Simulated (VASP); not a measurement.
The system is MnF2.

```
CELL_PARAMETERS angstrom
4.87380 0.00000 0.00000
0.00000 4.87380 0.00000
0.00000 0.00000 3.31070
ATOMIC_POSITIONS crystal
Mn 0.50000 0.50000 0.50000
Mn 0.00000 0.00000 0.00000
F 0.80530 0.19470 0.50000
F 0.69470 0.69470 0.00000
F 0.19470 0.80530 0.50000
F 0.30530 0.30530 0.00000
```

```yaml
Program: VASP 6.6.1
Task: relaxation of cell and atoms
Functional: PBE
Potentials_or_basis: VASP PAW PBE potentials, release 64 (Mn_pv, F)
Cutoff: 600 eV
k_mesh: 5 × 5 × 6
Occupations: fermi-dirac, width 0.05 eV
Spin: collinear spin, ferromagnetic start
Starting_moments: "[4.0, 4.0, 0.0, 0.0, 0.0, 0.0] μB"
```

At the start: pressure 3.6 GPa; volume 13.11 Å³/atom.

**Question.** How do energy, volume and symmetry change on relaxing?

**Answer.** Over 8 steps the energy falls by 5.6 meV/atom and the volume is 13.63 Å³/atom (+4.0 %); space group P4_2/mnm (No. 136, to 0.05 Å); moment 10.00 μB per cell.

The path:
| step | energy change (eV) | largest force (eV/Å) | pressure (GPa) | volume (Å³) |
| --- | --- | --- | --- | --- |
| 1 | 0.0000 | 0.0436 | 3.62 | 78.64 |
| 2 | -0.0319 | 0.0173 | -0.48 | 82.06 |
| 3 | -0.0326 | 0.0102 | 0.00 | 81.60 |
| 4 | -0.0326 | 0.0093 | 0.07 | 81.54 |
| 5 | -0.0329 | 0.0050 | 0.08 | 81.57 |
| 6 | -0.0333 | 0.0076 | 0.05 | 81.68 |
| 7 | -0.0333 | 0.0067 | 0.06 | 81.67 |
| 8 | -0.0333 | 0.0027 | -0.04 | 81.76 |

Final structure:
```yaml
crystal:
  lattice:
    - [4.94752, 0.00000, 0.00000]
    - [0.00000, 4.94752, 0.00000]
    - [0.00000, 0.00000, 3.34033]
  atoms:
    - { symbol: Mn, position: [0.50000, 0.50000, 0.50000] }
    - { symbol: Mn, position: [0.00000, 0.00000, 0.00000] }
    - { symbol: F, position: [0.80522, 0.19478, 0.50000] }
    - { symbol: F, position: [0.69478, 0.69478, 0.00000] }
    - { symbol: F, position: [0.19478, 0.80522, 0.50000] }
    - { symbol: F, position: [0.30522, 0.30522, 0.00000] }
```

Caveat: only a ferromagnetic start was run, and an antiferromagnetic order may lie lower in energy.
